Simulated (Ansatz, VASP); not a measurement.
**TiO2 (1T-TiO2, 2 layers, AB stacking): VASP beside Ansatz**

Wanted: the spread between two codes on one cell, functional and k mesh. The structure shown is the start of the Ansatz relaxation below; VASP solves that cell, so the two are compared at the walk's first step.

Calculated with Ansatz 0.2.0; plane waves, with VASP 6.6.1 beside it; single point at PBE with D3(BJ).

### 1. Set-up

The cell holds 6 atoms: 4 O and 2 Ti. Cell: a = 2.990 Å, b = 2.990 Å, c = 30.222 Å, α = 90.0°, β = 90.0°, γ = 120.0°. Vacuum lies along c.

### 2. Ansatz: relaxation, PBE with D3(BJ)

Ansatz runs on its default PAW (the set named soft_2) files.

The two programs are compared at the cell with which this relaxation starts, whose forces are those of its first step.

input.yaml

```yaml
crystal:
  lattice:
    - [2.99, 0.0, 0.0]
    - [-1.495, 2.5894159573, 0.0]
    - [0.0, 0.0, 30.2223842461]
  atoms:
    - { symbol: O, position: [0.6666666667, 0.3333333333, 0.363968637] }
    - { symbol: Ti, position: [0.0, 0.0, 0.4046866707] }
    - { symbol: O, position: [0.3333333333, 0.6666666667, 0.4454047045] }
    - { symbol: O, position: [0.0, 0.0, 0.5545952955] }
    - { symbol: Ti, position: [0.3333333333, 0.6666666667, 0.5953133293] }
    - { symbol: O, position: [0.6666666667, 0.3333333333, 0.636031363] }
kpoints:
  mp_grid: { grid: [12, 12, 1] }
hamiltonian:
  xc: pbe
  dispersion: d3bj
scf:
  occupations: { method: fermi_dirac, width: 0.05 }
  convergence: { dr2_threshold: 1.0e-08 }
efield:
  axis: 3
  dipole_correction: true
  ramp_position: 0.97
  ramp_width: 0.04
relax:
  f_tol: 0.01
  cell: { fix: [c, alpha, beta] }
output:
  write_potential: true
  write_density: true
  volumetric_format: npy
```

Launch:

```
$ ansatz run input.yaml --threads 4 --pin off --max-ram 8192MiB --backend cpu --events-out ev --progress --plain --runs-dir out
```

Numbers of over 12 decimals in the logs are rounded to 6 here.

Log:

```text
Warning: relax.cell: scf.convergence.dr2_threshold = 1e-8 eV is looser than the 6e-10 eV advised for a relaxation that steers and ends on the stress (1e-10 eV for each atom of the cell: 6). What an SCF threshold leaves in a stress goes as its square root, and in the free energy as the threshold itself, and one threshold admits the most on a small cell: [figures from the program's tests cut] Set scf.convergence.dr2_threshold to 6e-10 eV or tighter. The threshold is an SCF's pass mark: one that does not reach it within its budget of iterations ends unconverged, or closes short of it on a stop that the run arms, and scf.convergence.dr2_threshold's page says what that costs each kind of run
Engine: ansatz 0.2.0, aarch64-unknown-linux-gnu
Pseudopotentials: kind: paw
Pseudopotential: O, paw, valence charge 6, recommended cutoff 420 eV (normal), O.paw.azcp
Pseudopotential: Ti, paw, valence charge 12, recommended cutoff 420 eV (normal), Ti.paw.azcp
Functional definition: PBE
  parameter kappa = 0.804
  parameter beta = 0.066725
  exchange = pbe_x(kappa = kappa, mu = beta*pi^2/3)
  correlation = pbe_c(beta = beta)
Crystal: 6 atoms, lattice volume = 233.992 Å³
Basis set: ecut = 420 eV, 4433 PW (Γ), exchange–correlation on 40×40×432 points (8 copies of the dense FFT grid, shifted against one another)
Bands: 30, of which v1, the nominal top of the filled ones, is band 24 counted from 1 (23 counted from 0)
Symmetry: 6 space group operations
k-points: 19 of 144 (time reversal used)
Non-local potential: O, projectors of the file, l = 0: 2, l = 1: 2, l = 2: 1
Non-local potential: Ti, projectors of the file, l = 0: 3, l = 1: 2, l = 2: 3, l = 3: 1
PAW form: soft (Blöchl's): semilocal exchange-correlation on the pseudo side does not see the compensation charge
PAW one-centre angular grid: O, 110 points (default); XC on 64 Gauss nodes
PAW one-centre angular grid: Ti, 590 points (default); XC on 64 Gauss nodes
Initial density: superposition of atomic densities (neutral atoms: chi_scale 0, normalization atom), corrected by the library's trained network
Initial wavefunctions: pseudopotential atomic-orbital guess
Functional: x = pbe(κ = 0.804, μ = 0.219515), c = pbe(β = 0.066725)
SCF iter   1: F=—  HF=-7275.119488 eV  |F-HF|=—  |Δ(HF+E_count)|=         —  Δρ=3.00e-3  dr2=3.20e-2  ethr=1.77e-3  p=-0.000 e·Å  D=-1.26e-6 V/Å  ΔV_dip=0.00 eV  dr2_dipole=2.77e-8  V_vac-E_F(+/−)=8.18/8.18 eV  ⟨swp⟩=6.6  Hψ=2687  notcnv=0
efield: sawtooth ramp at fractional position 0.9700 (set: `efield.ramp_position`, or a place that a band, a saddle search or an elastic batch's reference lends), width 0.0400; the density the first Hamiltonian is built on has a dipole p = -0.000 e·Å; the dipole correction subtracts the counter field D = -1.26e-6 V/Å, which shifts the + side's vacuum level by +0.00 eV against the − side's; the planar-averaged density in the ramp window peaks in size at 2.9e-6 e/Å³
preconditioner: auto → Resta (q_TF=auto, 2.095 Å⁻¹)  ε∞=3.8  [insulator: Δε(μ)=1.643 eV  Ē_g=8.199 eV  σ=0.050 eV  W_gap=1.00  n_scr=20 (ndim 8)  ℏωp=13.7 eV  f_vac=0.664  D(μ)=0.00/eV (n_scr^D=0)  ε∞_Penn≈3.8  vacuum switching on, ρ_ref=4.9e-3 e/Å³]
SCF iter   2: F=—  HF=-7275.122567 eV  |F-HF|=—  |Δ(HF+E_count)|=   3.08e-3  Δρ=4.28e-3  dr2=5.71e-2  ethr=6.67e-5  p=-0.000 e·Å  D=-2.80e-5 V/Å  ΔV_dip=0.00 eV  dr2_dipole=8.98e-8  V_vac-E_F(+/−)=8.07/8.07 eV  ⟨swp⟩=2.1  Hψ=1063  notcnv=0  defer=13
SCF iter   3: F=—  HF=-7275.116248 eV  |F-HF|=—  |Δ(HF+E_count)|=   6.32e-3  Δρ=8.20e-4  dr2=1.43e-3  ethr=6.67e-5  p=-0.000 e·Å  D=-6.08e-6 V/Å  ΔV_dip=0.00 eV  dr2_dipole=7.05e-12  V_vac-E_F(+/−)=8.10/8.10 eV  ⟨swp⟩=2.0  Hψ=867  notcnv=0  defer=13
SCF iter   4: F=—  HF=-7275.116722 eV  |F-HF|=—  |Δ(HF+E_count)|=   4.74e-4  Δρ=2.96e-4  dr2=2.24e-4  ethr=2.98e-6  p=0.000 e·Å  D=1.65e-6 V/Å  ΔV_dip=-0.00 eV  dr2_dipole=3.48e-11  V_vac-E_F(+/−)=8.05/8.05 eV  ⟨swp⟩=2.3  Hψ=942  notcnv=0  defer=13
SCF iter   5: F=—  HF=-7275.116746 eV  |F-HF|=—  |Δ(HF+E_count)|=   2.35e-5  Δρ=2.57e-4  dr2=2.88e-4  ethr=4.66e-7  p=0.000 e·Å  D=3.42e-6 V/Å  ΔV_dip=-0.00 eV  dr2_dipole=1.11e-9  V_vac-E_F(+/−)=8.05/8.05 eV  ⟨swp⟩=2.0  Hψ=795  notcnv=0  defer=13
SCF iter   6: F=—  HF=-7275.116725 eV  |F-HF|=—  |Δ(HF+E_count)|=   2.12e-5  Δρ=1.14e-4  dr2=5.06e-5  ethr=4.66e-7  p=0.000 e·Å  D=9.06e-7 V/Å  ΔV_dip=-0.00 eV  dr2_dipole=9.16e-11  V_vac-E_F(+/−)=8.05/8.05 eV  ⟨swp⟩=1.7  Hψ=609  notcnv=0  defer=13
[...]
Initial wavefunctions: pseudopotential atomic-orbital guess (no wavefunctions were taken with the density)
iter 1 solved again at ethr=2.53e-7 eV; its pass at ethr=3.10e-3 eV (dr2=1.21e-4 eV) is discarded
SCF iter   1: F=—  HF=-7277.644149 eV  |F-HF|=—  |Δ(HF+E_count)|=         —  Δρ=3.58e-5  dr2=4.64e-7  ethr=2.53e-7  p=0.000 e·Å  D=2.61e-6 V/Å  ΔV_dip=-0.00 eV  dr2_dipole=7.30e-11  V_vac-E_F(+/−)=6.88/6.88 eV  ⟨swp⟩=4.1  Hψ=4587  notcnv=0
efield: sawtooth ramp at fractional position 0.9700 (set: `efield.ramp_position`, or a place that a band, a saddle search or an elastic batch's reference lends), width 0.0400; the density the first Hamiltonian is built on has a dipole p = 0.000 e·Å; the dipole correction subtracts the counter field D = 2.61e-6 V/Å, which shifts the + side's vacuum level by -0.00 eV against the − side's; the planar-averaged density in the ramp window peaks in size at 3.3e-6 e/Å³
preconditioner: auto → Resta (q_TF=auto, 2.098 Å⁻¹)  ε∞=3.2  [insulator: Δε(μ)=2.621 eV  Ē_g=9.348 eV  σ=0.050 eV  W_gap=1.00  n_scr=20 (ndim 8)  ℏωp=13.8 eV  f_vac=0.698  D(μ)=0.00/eV (n_scr^D=0)  ε∞_Penn≈3.2  vacuum switching on, ρ_ref=6.3e-3 e/Å³]
SCF iter   2: F=—  HF=-7277.644176 eV  |F-HF|=—  |Δ(HF+E_count)|=   2.68e-5  Δρ=1.85e-5  dr2=3.29e-7  ethr=9.67e-10  p=0.000 e·Å  D=9.36e-7 V/Å  ΔV_dip=-0.00 eV  dr2_dipole=7.43e-11  V_vac-E_F(+/−)=6.88/6.88 eV  ⟨swp⟩=3.0  Hψ=1136  notcnv=0
SCF iter   3: F=—  HF=-7277.644176 eV  |F-HF|=—  |Δ(HF+E_count)|=   1.41e-7  Δρ=1.19e-5  dr2=1.64e-7  ethr=6.85e-10  p=0.000 e·Å  D=2.64e-6 V/Å  ΔV_dip=-0.00 eV  dr2_dipole=5.72e-11  V_vac-E_F(+/−)=6.88/6.88 eV  ⟨swp⟩=2.1  Hψ=828  notcnv=0
SCF iter   4: F=-7277.644176 eV  HF=-7277.644176 eV  |F-HF|=2.53e-9  |Δ(HF+E_count)|=   2.87e-8  Δρ=1.86e-6  dr2=1.91e-9  ethr=2.08e-11  p=0.000 e·Å  D=1.89e-6 V/Å  ΔV_dip=-0.00 eV  dr2_dipole=5.87e-13  V_vac-E_F(+/−)=6.88/6.88 eV  ⟨swp⟩=10.5  Hψ=4590  notcnv=0
SCF 9 converged in 4 iterations: F = -7277.644176 eV  dr2 = 1.91e-9
relax step   9: F+E_penalty+E_count = -7277.64417617 eV  Δ(F+E_penalty+E_count) = +2.030e-3 eV  max|allowed force component| = 2.564e-3 eV/Å  Δτ_max = 0.0000 Å  P = -0.017 GPa  Ω = 232.274 Å³  fix = [c, alpha, beta]  reactions: c +0.010 GPa  stress off target by 3.11e-2 GPa on what of the cell is left free  SCF on the basis re-selected at this cell (its energy is not comparable with the rows above)  (4 SCF iters)
basis re-selected at this cell: Δ(F+E_penalty+E_count) = +2.030e-3 eV, ΔP = -0.022 GPa vs the last step (what re-selecting the basis moved, of the pressure what is left beyond the Pulay correction that the steps carried, after the strain that the cell walked since its last selection, with what the two solves' SCF thresholds leave and, on support functions, any second-order correction that the steps lacked; it is no m [...]
WARN: The output density's exchange-correlation potential varies sharply where the density is thin. Do not read a vacuum level from v_tot or v_xc, or from such a field of the output density. On a cell that repeats whose density bears no net charge and no dipole along the vacuum's axis use v_es (v_loc + v_h of the components); under efield.dipole_correction with no amplitude use v_es + v_field, which holds any externa [...]
SCF converged after 4 iterations
Free energy (F): -7277.644176 eV
Harris-Foulkes:  -7277.644176 eV  (|F-HF|=2.53e-9)
Internal energy: -7277.644176 eV  (E = F + TS)
E sigma→0 (E₀):  -7277.644176 eV
Fermi energy:    -2.367086 eV
Dipole field:    D = 0.000003 V/Å  (p = 0.000004 e·Å, saw-weighted, corrected)
Work function:   Φ+ = 6.8761 eV   Φ− = 6.8762 eV
Levels:          The Fermi level and band energies are counted from a zero that moves with the ramp; work functions are not
--- Per-component energies (eV) ---
  E_band       = -981.549421
  E_kinetic    = 1245.870315
  E_local      = -76092.865409  (includes V_loc(G=0)·N_el)
  E_nonlocal   = 196.773047
  E_hartree    = 37384.014436
  E_xc         = -492.638795
  E_vxc        = -623.840777  (∫ρ·V_xc dr)
  E_paw        = -2721.637657  (= ΣΔE_a)
  E_vpaw       = -475.520991  (= ΣTr[D̂ρ^β])
  E_aug_tail   = 0.010242  (compensation charges beyond the density's cutoff)
  E_efield     = 0.000000  (sawtooth field / dipole correction)
  E_vefield    = -0.000041  (∫n·V_field dr)
  E_ewald      = 33203.876184
  E_disp       = -1.046538  (pairwise vdW)
  E_smearing   = -0.000000  (= −TS)
  E_closure    = 0.000000  (closes the sum)
  Σ components = -7277.644176   (vs F -7277.644176, Δ=0.00e0)
--- Forces (eV/Å), atoms counted from 1 ---
  atom   1  O     -0.00000000     0.00000000    -0.00159529
  atom   2  Ti     0.00000000    -0.00000000    -0.00256255
  atom   3  O      0.00000000    -0.00000000     0.00164385
  atom   4  O     -0.00000000     0.00000000    -0.00164520
  atom   5  Ti    -0.00000000     0.00000000     0.00256428
  atom   6  O      0.00000000    -0.00000000     0.00159374
  max |Σ_I F_I| component: 1.18e-6 eV/Å
--- Stress (GPa, compression-positive) ---
       -0.031121       0.000000      -0.000000
        0.000000      -0.031121       0.000000
       -0.000000       0.000000       0.010395
  P = ⅓ Tr σ = -0.0173 GPa (-0.173 kbar)
--- Band table (eV; the first three rows and the last of 19) ---
  k-point 0: bands = [... 20 lower, -4.0210, -4.0210, -3.9776, -3.9776, -1.0846, -1.0846, -1.0772, -1.0772, ... 2 higher]
  k-point 1: bands = [... 20 lower, -4.3295, -4.1805, -4.1299, -3.9316, -0.9860, -0.9732, -0.9191, -0.9055, ... 2 higher]
  k-point 2: bands = [... 20 lower, -4.5256, -4.4647, -4.1967, -3.7670, -0.8359, -0.7813, -0.5576, -0.5402, ... 2 higher]
  k-point 18: bands = [... 20 lower, -5.2738, -5.2451, -4.8046, -4.8046, -0.8572, -0.8572, 0.1958, 0.2037, ... 2 higher]
--- Relaxed structure (8 steps of the walk, 8 accepted, 1 SCFs on fresh bases) ---
  F+E_penalty+E_count = -7277.64417617 eV   max|allowed force component| = 2.564e-3 eV/Å   (the final SCF, on the basis selected at the relaxed cell)
  cell:  # Å, volume = 232.2738 Å³
    - [2.978999, -4.071006973963545e-19, 0]
    - [-1.489500, 2.579889, 0]
    - [0, 0, 30.2223842461]
  atoms:
    - { symbol: O, position: [0.666667, 0.333333, 0.393907] }
    - { symbol: Ti, position: [2.3874950124704194e-17, 0, 0.425962] }
    - { symbol: O, position: [0.333333, 0.666667, 0.457778] }
    - { symbol: O, position: [-1.3885226610437116e-17, 0, 0.542222] }
    - { symbol: Ti, position: [0.333333, 0.666667, 0.574038] }
    - { symbol: O, position: [0.666667, 0.333333, 0.606093] }
```

### 3. VASP: single point, PBE with D3(BJ), start cell

The same cell, functional, mesh and smearing now go to VASP, with its own data sets.

Lines of VASP's logs that name or quote its potential files are left out, and so is its time.

INCAR

```
SYSTEM = TiO2
PREC = Accurate
ENCUT = 520
EDIFF = 1E-06
NELM = 120
ISMEAR = -1
SIGMA = 0.05
LREAL = .FALSE.
ALGO = Normal
GGA = PE
IVDW = 12
NBANDS = 30
LASPH = .TRUE.
LORBIT = 11
LWAVE = .FALSE.
LCHARG = .FALSE.
ISIF = 2
LDIPOL = .TRUE.
IDIPOL = 3
DIPOL = 0.5 0.5 0.5
LVHAR = .TRUE.
GGA_COMPAT = .FALSE.
EFERMI = MIDGAP
NELMDL = -8
KPAR = 2
```

POSCAR

```
TiO2
1.0
    2.9900000000      0.0000000000      0.0000000000
   -1.4950000000      2.5894160000      0.0000000000
    0.0000000000      0.0000000000     30.2223840000
O Ti
4 2
Direct
    0.6666667310      0.3333334621      0.3639686399
    0.3333332690      0.6666665379      0.4454047040
    0.0000000000      0.0000000000      0.5545952960
    0.6666667310      0.3333334621      0.6360313601
    0.0000000000      0.0000000000      0.4046866720
    0.3333332690      0.6666665379      0.5953133280
```

KPOINTS

```
Automatic mesh
0
Gamma
12 12 1
0 0 0
```

PAW data sets: O and Ti_sv (PBE family, release 64).

Launch:

```
$ mpirun -np 2 vasp_std
```

Log:

```text
[banner, memory and clock lines left out]
running    2 mpi-ranks, on    1 nodes
 distrk:  each k-point on    1 cores,    2 groups
 distr:  one band on    1 cores,    1 groups

 POSCAR found type information on POSCAR O Ti
 POSCAR found :  2 types and       6 ions
 LDA part: xc-table for (Slater+PW92), standard interpolation
 POSCAR, INCAR and KPOINTS ok, starting setup
 FFT: planning ... GRIDC
 FFT: planning ... GRID_SOFT
 FFT: planning ... GRID
 WAVECAR not read
 entering main loop
       N       E                     dE             d eps       ncg     rms          rms(c)
DAV:   1     0.570091589555E+03    0.57009E+03   -0.24055E+04  1324   0.145E+03
DAV:   2     0.347589972940E+02   -0.53533E+03   -0.51463E+03  1412   0.419E+02
DAV:   3    -0.603138632750E+02   -0.95073E+02   -0.92352E+02  1752   0.169E+02
DAV:   4    -0.671137663546E+02   -0.67999E+01   -0.67909E+01  1810   0.435E+01
DAV:   5    -0.676641122000E+02   -0.55035E+00   -0.55024E+00  1660   0.860E+00
DAV:   6    -0.676806683694E+02   -0.16556E-01   -0.16556E-01  1666   0.188E+00
DAV:   7    -0.676814363497E+02   -0.76798E-03   -0.76798E-03  1672   0.296E-01
DAV:   8    -0.676814473473E+02   -0.10998E-04   -0.10998E-04  1674   0.478E-02    0.264E+01
DAV:   9    -0.562369333283E+02    0.11445E+02   -0.15074E+02  1518   0.893E+01    0.252E+01
DAV:  10    -0.526880159632E+02    0.35489E+01   -0.79046E+01  1524   0.626E+01    0.104E+01
DAV:  11    -0.513744939614E+02    0.13135E+01   -0.34370E+00  1340   0.136E+01    0.696E+00
DAV:  12    -0.510164341544E+02    0.35806E+00   -0.96686E+00  1522   0.214E+01    0.604E+00
DAV:  13    -0.507100022011E+02    0.30643E+00   -0.40122E+00  1504   0.137E+01    0.190E+00
DAV:  14    -0.506874838360E+02    0.22518E-01   -0.13603E-01  1546   0.291E+00    0.150E+00
[...]
DAV:  20    -0.506524982144E+02   -0.10076E-03   -0.41756E-05  1162   0.333E-02    0.287E-02
DAV:  21    -0.506525849624E+02   -0.86748E-04   -0.10082E-04  1504   0.718E-02    0.128E-02
DAV:  22    -0.506526147636E+02   -0.29801E-04   -0.11648E-05  1532   0.245E-02    0.174E-02
DAV:  23    -0.506526384338E+02   -0.23670E-04   -0.61690E-06  1228   0.177E-02    0.780E-03
DAV:  24    -0.506526676539E+02   -0.29220E-04   -0.66680E-06  1308   0.170E-02    0.168E-03
DAV:  25    -0.506526829081E+02   -0.15254E-04   -0.19555E-06   816   0.995E-03    0.566E-03
DAV:  26    -0.506526886910E+02   -0.57829E-05   -0.60648E-07   610   0.746E-03    0.356E-03
DAV:  27    -0.506526895416E+02   -0.85057E-06   -0.31453E-07   570   0.285E-03
   1 F= -.51533533E+02 E0= -.51533533E+02  d E =-.944212E-08
```

(Part 1 of 2 ends here.)

[Lines on the potential files, build, host, timing and source positions are cut from VASP's logs without a mark.]

[Logs are printed without paths, hosts, clocks, repeated set-up lines and the standing remarks that a program may print on its own settings, such as how far it seeks lower states.]

[Hosts, paths, dates, database ids (printed as entryN), source tags and the programs' standing remarks are cut or masked in the printed files.]
